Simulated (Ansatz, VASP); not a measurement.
# One calculation of Nb, two programs

File INCAR:

```
SYSTEM = Nb
PREC = Accurate
ENCUT = 520
EDIFF = 1E-6
ISMEAR = -1
SIGMA = 0.03
LREAL = .False.
LASPH = .True.
NELM = 60
ALGO = Normal
ISIF = 2
LWAVE = .False.
LCHARG = .False.
GGA = CA
NBANDS = 12
```

File KPOINTS:

```
regular mesh
0
Gamma
  13 13 13
  0 0 0
```

Contents of POSCAR:

```
Nb
1.0
    0.0000000000      2.1008049414      2.1008049414
    2.1008049414      0.0000000000      2.1008049414
    2.1008049414      2.1008049414      0.0000000000
Nb
1
Direct
    0.0000000000      0.0000000000      0.0000000000
```

Input for Ansatz:

```yaml
crystal:
  lattice:
    - [0.0, 2.1008049414, 2.1008049414]
    - [2.1008049414, 0.0, 2.1008049414]
    - [2.1008049414, 2.1008049414, 0.0]
  atoms:
    - { symbol: Nb, position: [0.0, 0.0, 0.0] }
kpoints:
  mp_grid: { grid: [13, 13, 13] }
  band_path:
    path:
      - [0.0, 0.0, 0.0]
      - [0.5, 0.0, 0.5]
      - [0.625, 0.25, 0.625]
      - [0.375, 0.375, 0.75]
      - [0.0, 0.0, 0.0]
      - [0.5, 0.5, 0.5]
      - [0.5, 0.25, 0.75]
      - [0.5, 0.0, 0.5]
    npoints: 5
scf:
  occupations: { method: fermi_dirac, width: 0.03 }
hamiltonian:
  xc: lda
  pseudopotentials: { kind: all_electron, lapw: { basis_error: 0.0005 } }
output:
  forces: true
  stress: true
  eigenvalues: true
```

Change from the starting cell: volume scaled by 0.98.

Alike in both runs: task single point; functional LDA; k mesh 13 × 13 × 13; occupations fermi-dirac, width 0.03 eV; no spin polarisation.

```csv
,VASP,Ansatz
version,VASP 6.6.1,Ansatz 0.2.0
potentials or method,"VASP PAW LDA potentials, release 64 (Nb_sv)","all-electron LAPW, scalar-relativistic"
plane-wave cutoff (eV),520,see its input
```

```tsv
	VASP	Ansatz	Ansatz less VASP
pressure (GPa)	-7.3	-7.2	+0.11
```

Ansatz ran all-electron here, so the differences hold the error of VASP's frozen core and of both bases.
